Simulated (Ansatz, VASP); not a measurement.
Given: the input of a run of VASP 6.6.1 on Cd2S.

The input INCAR:

```
SYSTEM = Cd2S
ALGO = Normal ; EDIFF = 1E-7
ENCUT = 520 ; GGA = PE
ISIF = 2 ; ISMEAR = -1
LASPH = .TRUE. ; LCHARG = .TRUE.
LELF = .TRUE. ; LREAL = .FALSE.
LVHAR = .TRUE. ; LWAVE = .FALSE.
NBANDS = 22 ; NELM = 100
PREC = Accurate ; SIGMA = 0.05
```

File KPOINTS:

```
k-points
0
G
  8 8 5
  0 0 0
```

Contents of POSCAR:

```
Cd2S
1.0
    3.9360741467      0.0000000000      0.0000000000
   -1.9680370733      3.4087402022      0.0000000000
    0.0000000000      0.0000000000      5.7702029595
Cd S
2 1
Direct
    0.3333333333      0.6666666667      0.9327170000
    0.6666666667      0.3333333333      0.5787350000
    0.3333333333      0.6666666667      0.3657050000
```

Potentials or basis: VASP PAW PBE potentials, release 64 (Cd, S).

The run is started by

```sh
$ cat potpaw_PBE.64/Cd/POTCAR potpaw_PBE.64/S/POTCAR > POTCAR
$ mpirun -np 1 vasp_std > vasp.out
```

Task: Translate it to Ansatz 0.2.0. Potentials there: Ansatz PAW.

Result: As run (the cutoff follows the program's own potentials):

File input.yaml:

```yaml
crystal:
  lattice:
    - [3.9360741467, 0.0, 0.0]
    - [-1.9680370733, 3.4087402022, 0.0]
    - [0.0, 0.0, 5.7702029595]
  atoms:
    - { symbol: Cd, position: [0.3333333333, 0.6666666667, 0.932717] }
    - { symbol: Cd, position: [0.6666666667, 0.3333333333, 0.578735] }
    - { symbol: S, position: [0.3333333333, 0.6666666667, 0.365705] }
hamiltonian:
  xc: pbe
  pseudopotentials: { kind: paw }
kpoints:
  mp_grid: { grid: [8, 8, 5] }
scf:
  occupations: { method: fermi_dirac, width: 0.05 }
output:
  forces: true
  stress: true
  eigenvalues: true
```

Potentials or basis: Ansatz PAW.

The run is started by

```sh
$ ansatz run input.yaml --threads 2 --pin off --max-ram 5632MiB --backend cpu --events-out ev --progress --plain --runs-dir out
```

Both were run:

|  | VASP | Ansatz | Ansatz less VASP |
| --- | --- | --- | --- |
| gap on the k mesh at the Fermi level (eV) | 0.22 | 0.22 | +0.001 |
| least direct gap on the mesh (eV) | 0.57 | 0.57 | 0.000 |
| pressure (GPa) | 1.1 | 0.8 | -0.29 |
| largest component of the traceless stress (GPa) | 0.37 | 0.29 | -0.084 |
| rms of the force components (eV/Å) | 0.010 | 0.001 | -0.0086 |

Atom by atom the forces differ by 0.010 eV/Å (rms over components). With one functional, cell and mesh, what is left measures potentials, basis and numerics. The two sets of potentials don't hold the same shells in valence.

Caveats: an odd mesh through Γ misses points on the zone boundary, where band edges often lie (VASP); odd divisions of the mesh miss points on the zone boundary, where band edges often lie, so the gap on the mesh can be too wide (Ansatz).
